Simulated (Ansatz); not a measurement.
Structure: CuI in the NiAs structure, at its r2SCAN minimum. It is hexagonal, P6_3/mmc (No. 194); a = 4.147 Å, c = 6.336 Å in the conventional setting, 23.60 Å³ an atom. Cu has 6 I at 2.87 Å; I has 6 Cu at 2.87 Å.

```xyz
4
Lattice="4.1473 0.0000 0.0000 -2.0737 3.5917 0.0000 0.0000 0.0000 6.3364" Properties=species:S:1:pos:R:3 pbc="T T T"
Cu    0.0000    0.0000    0.0000
Cu    0.0000    0.0000    3.1682
I     0.0000    2.3945    1.5841
I     2.0737    1.1972    4.7523
```

The questions ask for values computed with the plane-wave code Ansatz on this geometry. No magnetic order. The prototype was imposed, so other structures may be more stable.

Question: What gap does r2SCAN give, and where are the band edges?

Answer: With r2SCAN the valence top lies at M and the conduction bottom at K, 0.84 eV higher; the smallest vertical gap, at Γ, is 1.31 eV.

Question: Estimate the gap with PBE on 12×12×4.

Answer: PBE gives an indirect gap of 0.48 eV, from M to K; the least direct gap is 0.69 eV at Γ. The gap differs by -0.36 eV from r2SCAN's.

Question: What does DDH-PBE0 give for the gap (6×6×4 mesh)?

Answer: DDH-PBE0 gives an indirect gap of 1.20 eV, from M to K; the least direct gap is 1.46 eV at Γ. The share of exact exchange is 0.090. The gap differs by +0.36 eV from r2SCAN's.

Question: What does PBE0 give for the gap (6×6×4 mesh)?

Answer: The PBE0 gap is indirect, 2.58 eV (M to K), below the direct gap of 2.94 eV at Γ. The gap differs by +1.74 eV from r2SCAN's.

Question: Order these levels by the gap that they give, smallest first.
A. PBE
B. PBE0
C. r2SCAN
D. LDA
E. DDH-PBE0
F. HSE06

Answer: D (0.39 eV), A (0.48 eV), C (0.84 eV), E (1.20 eV), F (1.91 eV), B (2.58 eV).

Question: Roughly how does the cost of the DDH-PBE0 run (6×6×4) compare with r2SCAN's (12×12×4)?

Answer: About 25 times as much (26 core-minutes against 60 core-seconds, on a shared machine).

Question: Relaxed again with PBEsol, is the cell stable at the zone centre, and where do its optical modes lie?

Answer: One optical level at Γ is imaginary (68i cm⁻¹, printed negative). The program warns that the force constants, and all that is formed from them, aren't settled on this k mesh, so whether the cell is unstable needs a finer one.

Question: Going by these computed values, what does each step up buy?

Answer: r2SCAN covers 25 % of the step from PBE to HSE06, while HSE06 needs about 18 times r2SCAN's cost (on a coarser mesh). Among these functionals the gap stays indirect.

The meshes of the hybrids are coarse, so their gaps aren't converged to the digits shown.
